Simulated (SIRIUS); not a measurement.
# Sn (P-1) in SIRIUS: single point with PBEsol

Aim: the single point of Sn with PBEsol.

Program: SIRIUS 7.12.0. These are calculated values, not measurements. Logs are shortened: lines on timing, memory, paths and dates and some standing lists are left out, and cuts for length are marked. The log counts tension as positive stress, the text compression.

### 1 The cell of the first run

The typed cell holds 2 atoms: a = 4.573 Å, b = 4.573 Å, c = 4.573 Å, α = 60.00°, β = 60.00°, γ = 60.00°.

This isn't the form of Sn at room conditions, which is tetragonal (white tin).

### 2 Single point, PBEsol (atoms moved at random, drawn with an rms of 0.05 Å)

sirius.json

```json
{
  "control": {
    "processing_unit": "cpu",
    "verbosity": 2,
    "num_bands_to_print": 22,
    "print_forces": true,
    "print_stress": true
  },
  "parameters": {
    "electronic_structure_method": "pseudopotential",
    "xc_functionals": ["XC_GGA_X_PBE_SOL", "XC_GGA_C_PBE_SOL"],
    "gk_cutoff": 8.5,
    "pw_cutoff": 17.0,
    "ngridk": [7, 7, 7],
    "shiftk": [0, 0, 0],
    "smearing": "fermi_dirac",
    "smearing_width": 0.0018374661,
    "num_bands": 22,
    "num_mag_dims": 0,
    "num_dft_iter": 100,
    "energy_tol": 1e-08,
    "density_tol": 1e-06
  },
  "iterative_solver": {
    "type": "davidson",
    "min_tolerance": 1e-10
  },
  "mixer": {
    "type": "anderson",
    "beta": 0.7,
    "max_history": 8
  },
  "settings": {
    "tol_ne": 1e-10,
    "pseudo_grid_cutoff": 6.5
  },
  "unit_cell": {
    "lattice_vectors": [
      [0.0, 6.110132359031, 6.110132359031],
      [6.110132359031, 0.0, 6.110132359031],
      [6.110132359031, 6.110132359031, 0.0]
    ],
    "atom_coordinate_units": "lattice",
    "atom_types": ["Sn"],
    "atom_files": {
      "Sn": "Sn.json"
    },
    "atoms": {
      "Sn": [
        [0.751324, 0.759019, 0.762588],
        [0.494671, 0.509002, 0.500009]
      ]
    }
  }
}
```

Potentials or basis: PseudoDojo 0.4.1 PBEsol standard (scalar relativistic).

Started as:

```console
upf_to_json Sn.upf
OMP_NUM_THREADS=1 sirius.scf --input=sirius.json --output=out.json --task=0
```

The log of the run:

```text
[info] SIRIUS version : 7.12.0
[info] number of MPI ranks           : 1
[info] MPI grid                      : 1 1
[info] maximum number of OMP threads : 1
[fft] FFT context for density and potential
[fft] =====================================
[fft]   comm size                             : 1
[fft]   plane wave cutoff                     : 17
[fft]   grid size                             : 50 50 50   total : 125000
[fft]   grid limits                           : -24 25   -24 25   -24 25
[fft]   number of G-vectors within the cutoff : 19007
[fft]   local number of G-vectors             : 19007
[fft]   number of G-shells                    : 1014
[fft] FFT context for coarse grid
[fft] =====================================
[fft]   comm size                             : 1
[fft]   plane wave cutoff                     : 17
[fft]   grid size                             : 50 50 50   total : 125000
[fft]   grid limits                           : -24 25   -24 25   -24 25
[fft]   number of G-vectors within the cutoff : 19007
[fft]   local number of G-vectors             : 19007
[fft]   number of G-shells                    : 1014
[unit cell] lattice vectors
[unit cell]   a1 :       0.0000000000      6.1101323590      6.1101323590
[unit cell]   a2 :       6.1101323590      0.0000000000      6.1101323590
[unit cell]   a3 :       6.1101323590      6.1101323590      0.0000000000
[unit cell] reciprocal lattice vectors
[unit cell]   b1 :      -0.5141611456      0.5141611456      0.5141611456
[unit cell]   b2 :       0.5141611456     -0.5141611456      0.5141611456
[unit cell]   b3 :       0.5141611456      0.5141611456     -0.5141611456
[unit cell] unit cell volume :       456.22791009 [a.u.^3]
[unit cell] 1/sqrt(omega)    :         0.04681759
[unit cell] MT volume        :         0.00000000 ( 0.00%)
[unit cell] IT volume        :       456.22791009 (100.00%)
[unit cell] number of atom types : 1
[unit cell] type id : 0 symbol : Sn mt_radius :  16.270000 num_atoms : 2
[unit cell] total number of atoms : 2
[unit cell] number of symmetry classes : 1
[unit cell] number of PAW atoms : 0
[unit cell] atom id  type id  class id             position                      vector_field
[unit cell] ------------------------------------------------------------------------------------------
[unit cell]      0        0        0      0.75132   0.75902   0.76259      0.00000   0.00000   0.00000
[unit cell]      1        0        0      0.49467   0.50900   0.50001      0.00000   0.00000   0.00000
[unit cell] atom id         position (Cartesian, a.u.)
[unit cell] ---------------------------------------------
[unit cell]      0       9.297220    9.250203    9.228396
[unit cell]      1       6.165191    6.077626    6.132575
[unit cell] class id : 0 atom id : 0 1
[unit cell] minimum bond length:     5.204079
[unit cell] total number of pseudo wave-functions: 18
[sym] space group number   : 2
[sym] international symbol : P-1
[sym] Hall symbol          : -P 1
[sym] space group transformation matrix :
[sym]  -1.0000 -1.0000 -1.0000
[sym]   1.0000  0.0000  0.0000
[sym]   0.0000  0.0000  1.0000
[sym] space group origin shift :
[sym]   0.8883  0.8770  0.8687
[sym] number of space group operations  : 2
[sym] number of magnetic group operations : 2
[sym] metric tensor error: 0.0000e+00
[sym] rotation matrix error: 4.4409e-16
[sym] symmetry operations
[... list of symmetry operations ...]
[atom type] label          : Sn
[atom type] --------------------------------------------------------------------------------
[... 236 lines left out ...]
[diagonalize] ik:    0   -0.501785   -0.501097   -0.499844   -0.498651   -0.498596   -0.487135   -0.486824   -0.486610   -0.486508   -0.486464   -0.097028    0.273676    0.291950    0.297573    0.309964    0.367345    0.377317    0.382183    0.476363    0.589798    0.589858    0.598972
[diagonalize] ik:    1   -0.502240   -0.501249   -0.500337   -0.497860   -0.497764   -0.488019   -0.487799   -0.486963   -0.485715   -0.485434   -0.089648    0.204134    0.281582    0.293651    0.319099    0.385963    0.397339    0.409520    0.511728    0.552648    0.552877    0.583067
[diagonalize] ik:    2   -0.502919   -0.501419   -0.500632   -0.496792   -0.496659   -0.488957   -0.488682   -0.487243   -0.485114   -0.484660   -0.068568    0.126405    0.262238    0.273625    0.307113    0.405202    0.419949    0.481167    0.521408    0.551268    0.554961    0.634141
[diagonalize] ik:    3   -0.503262   -0.501412   -0.500758   -0.496285   -0.496087   -0.489373   -0.489015   -0.487458   -0.484881   -0.484304   -0.041211    0.069029    0.250891    0.262402    0.297886    0.407419    0.423728    0.503323    0.569921    0.598159    0.603495    0.659613
[diagonalize] ik:    4   -0.502254   -0.501254   -0.500052   -0.497984   -0.497851   -0.487909   -0.487684   -0.487182   -0.485729   -0.485491   -0.089724    0.206043    0.280039    0.293126    0.318066    0.385914    0.398650    0.409327    0.511417    0.553248    0.553420    0.582192
[diagonalize] ...
[diagonalize] ik:  167   -0.504164   -0.502319   -0.498256   -0.494956   -0.494136   -0.491693   -0.490959   -0.488986   -0.483945   -0.483231   -0.005871    0.045737    0.185949    0.201574    0.362239    0.374214    0.479416    0.538861    0.597297    0.629349    0.675675    0.694907
[diagonalize] ik:  168   -0.503624   -0.502622   -0.497498   -0.496746   -0.493529   -0.491485   -0.489859   -0.489763   -0.483828   -0.483685    0.008081    0.030009    0.188006    0.206564    0.322762    0.366170    0.545048    0.559084    0.586544    0.627991    0.676974    0.726990
[diagonalize] ik:  169   -0.503964   -0.502629   -0.497608   -0.495177   -0.494051   -0.491943   -0.490932   -0.489126   -0.483834   -0.483402   -0.007857    0.049083    0.186981    0.198991    0.362712    0.374676    0.475673    0.540137    0.599693    0.628670    0.676850    0.692993
[diagonalize] ik:  170   -0.504066   -0.502554   -0.498423   -0.495127   -0.494210   -0.491874   -0.490268   -0.488905   -0.484054   -0.483225   -0.021935    0.060783    0.183660    0.223003    0.377178    0.403766    0.453564    0.499438    0.555789    0.603594    0.633101    0.683016
[diagonalize] ik:  171   -0.503264   -0.502828   -0.499704   -0.495579   -0.495408   -0.489913   -0.489846   -0.488210   -0.484108   -0.483870   -0.028104    0.056848    0.211170    0.242977    0.340103    0.408003    0.442553    0.523139    0.562780    0.587787    0.589916    0.685004
[find] Charges and magnetic moments
[find] --------------------------------------------------------------------------------
[find] total charge          : 28.000000
[find] Energy
[find] --------------------------------------------------------------------------------
[find] valence_eval_sum               :      -8.88645144
[find] <rho|V^{XC}>                   :     -25.08645705
[find] <rho|E^{XC}>                   :     -43.63195270
[find] <mag|B^{XC}>                   :       0.00000000
[find] <rho|V^{H}>                    :      86.89000475
[find] one-electron contribution      :     -70.68999915 (Ha),    -141.37999829 (Ry)
[find] hartree contribution           :      43.44500238
[find] xc contribution                :     -43.63195270
[find] ewald contribution             :     -86.38022813
[find] PAW contribution               :       0.00000000
[find] smearing (-TS)                 :      -0.00010038
[find] SCF correction                 :      -0.00000603
[find] Total energy                   :    -157.25718363 (Ha),    -314.51436727 (Ry)
[find] Free energy (E-TS)             :    -157.25728401 (Ha),    -314.51456803 (Ry)
[find] band gap (eV)                  :       0.00000000
[find] Efermi                         :       0.29482957
[find] iteration : 10, RMS (target) : 7.5098e-07 (1.0000e-06) , energy difference (target) : -6.0334e-10 (1.0000e-08)
[find] bands are converged : true
[find] iterative solver converged : false
[find] converged after 11 SCF iterations!
[find] Charges and magnetic moments
[find] --------------------------------------------------------------------------------
[find] total charge          : 28.000000
[find] Energy
[find] --------------------------------------------------------------------------------
[find] valence_eval_sum               :      -8.88645144
[find] <rho|V^{XC}>                   :     -25.08645705
[find] <rho|E^{XC}>                   :     -43.63195270
[find] <mag|B^{XC}>                   :       0.00000000
[find] <rho|V^{H}>                    :      86.89000475
[find] one-electron contribution      :     -70.68999915 (Ha),    -141.37999829 (Ry)
[find] hartree contribution           :      43.44500238
[find] xc contribution                :     -43.63195270
[find] ewald contribution             :     -86.38022813
[find] PAW contribution               :       0.00000000
[find] smearing (-TS)                 :      -0.00010038
[find] SCF correction                 :      -0.00000603
[find] Total energy                   :    -157.25718363 (Ha),    -314.51436727 (Ry)
[find] Free energy (E-TS)             :    -157.25728401 (Ha),    -314.51456803 (Ry)
[find] band gap (eV)                  :       0.00000000
[find] Efermi                         :       0.29482957
[ground_state] === stress tensor components [kbar] ===
[ground_state] === stress_kin ===
[ground_state] -40277.470005   -4.203010  -12.754878
[ground_state]    -4.203010-40277.912701   -8.333798
[ground_state]   -12.754878   -8.333798-40277.260116
[ground_state] === stress_har ===
[ground_state] -9341.190596  192.669116  572.139954
[ground_state]   192.669116-9325.958528  372.584132
[ground_state]   572.139954  372.584132-9349.460637
[ground_state] === stress_ewald ===
[ground_state] 18563.831266  331.763388  994.367817
[ground_state]   331.76338818592.196431  646.588467
[ground_state]   994.367817  646.58846718548.449464
[ground_state] === stress_vloc ===
[ground_state]  2495.544869 -519.709032-1551.267735
[ground_state]  -519.709032 2452.406098-1009.351439
[ground_state] -1551.267735-1009.351439 2518.980123
[ground_state] === stress_xc ===
[ground_state] -11825.683500    0.151016    0.476994
[ground_state]     0.151016-11825.664294    0.307642
[ground_state]     0.476994    0.307642-11825.694439
[ground_state] === stress_core ===
[ground_state] 17516.454392    0.090169    0.265876
[ground_state]     0.09016917516.468222    0.175107
[ground_state]     0.265876    0.17510717516.446787
[ground_state] === stress_nonloc ===
[ground_state] 22850.468044    3.456156   11.254078
[ground_state]     3.45615622850.961049    7.197062
[ground_state]    11.254078    7.19706222850.173571
[ground_state] === stress_us_nl ===
[ground_state] 22850.468044    3.456156   11.254078
[ground_state]     3.45615622850.961049    7.197062
[ground_state]    11.254078    7.19706222850.173571
[ground_state] === stress_total ===
[ground_state]   -18.045529    4.217802   14.482106
[ground_state]     4.217802  -17.503723    9.167173
[ground_state]    14.482106    9.167173  -18.365247
[ground_state] ==== total Forces in Ha/bohr =====
[ground_state] atom:    0, force:      -0.0056741     -0.0090331     -0.0022913
[ground_state] atom:    1, force:       0.0056741      0.0090331      0.0022913
[ground_state] ==== ultrasoft contribution from Qij =====
[ground_state] atom:    0, force:       0.0000000      0.0000000      0.0000000
[ground_state] atom:    1, force:       0.0000000      0.0000000      0.0000000
[ground_state] ==== non-local contribution from Beta-projector =====
[ground_state] atom:    0, force:      -0.0006696     -0.0010979     -0.0003461
[ground_state] atom:    1, force:       0.0006696      0.0010979      0.0003461
[ground_state] ==== contribution from local potential =====
[ground_state] atom:    0, force:       0.1205539      0.1943710      0.0471295
[ground_state] atom:    1, force:      -0.1205539     -0.1943710     -0.0471295
[ground_state] ==== contribution from core density =====
[ground_state] atom:    0, force:       0.0003891      0.0006060      0.0001698
[ground_state] atom:    1, force:      -0.0003891     -0.0006060     -0.0001698
[ground_state] ==== Ewald forces from ions =====
[ground_state] atom:    0, force:      -0.1259470     -0.2029129     -0.0492442
[ground_state] atom:    1, force:       0.1259470      0.2029129      0.0492442
[~DFT_ground_state] local op. applied: 91506
[~DFT_ground_state] evp. work count: 16688.3
[~DFT_ground_state] number of iterative solver steps: 5298
```

It took 3.3 min on 1 thread of AMD EPYC 7R43 (Zen 3), shared host; peak memory 1.4 GiB.

Results:

| Property | Result |
| --- | --- |
| Free energy | -4279.1887 eV |
| Pressure | 1.8 GPa |
| Largest force | 0.561 eV/Å |
| Band gap on the k mesh | none (metal or under the smearing width) |

Forces on the atoms (eV/Å):
```
Sn  -0.292 -0.465 -0.118
Sn   0.292  0.465  0.118
```

Stress tensor (GPa, compression positive):
```
 1.80 -0.42 -1.45
-0.42  1.75 -0.92
-1.45 -0.92  1.84
```
